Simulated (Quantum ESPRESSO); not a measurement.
Crystal: Nb.

```xyz
1
Lattice="-1.6640 1.6640 1.6640 1.6640 -1.6640 1.6640 1.6640 1.6640 -1.6640" Properties=species:S:1:pos:R:3 pbc="T T T"
Nb    0.0000    0.0000    0.0000
```

- Program: Quantum ESPRESSO 7.5
- Task: phonon dispersion
- Functional: PBEsol
- Potentials or basis: PseudoDojo 0.4.1 SR PBEsol standard
- Cutoff: 1116 eV
- Density cutoff: 4463 eV
- k mesh: 10 × 10 × 10
- Occupations: cold, width 0.2 eV
- Spin: no spin polarisation
- Mixing beta: 0.5
- Most SCF iterations: 120
- SCF threshold: 2e-10 Ry
- q mesh: 2 × 2 × 2

The cell and the atoms were relaxed first, to 17.52 Å³/atom (a = 2.834 Å, b = 2.834 Å, c = 2.834 Å, α = 109.47°, β = 109.47°, γ = 109.47°), and the response was taken there.

**Question.** Is this structure dynamically stable at this level, and how far does the spectrum reach?

**Answer.** Yes, as far as this q mesh shows: no mode on the path is imaginary. The highest frequency is 204 cm⁻¹.

Phonon frequencies at the corners of the path (cm⁻¹, interpolated; i marks imaginary ones):
```csv
point,frequencies
Γ,0 0 0
H,204 204 204
N,105 136 141
P,120 120 120
```

Harmonic thermodynamics per atom at this volume (zero-point energy 24.0 meV, Debye temperature from the second moment 246 K):
```csv
T (K),free energy (meV),entropy (k_B),heat capacity Cv (k_B)
50,23.4,0.47,1.12
100,18.8,1.66,2.26
200,-3.8,3.44,2.78
298.15,-38.0,4.58,2.90
500,-132.0,6.10,2.96
800,-309.1,7.50,2.99
```

A q mesh this small can miss soft modes between its points.

Caveat: the mesh is thin for the phonons of a metal; the q mesh is small, so phonon branches between its points and thermal values are rough.
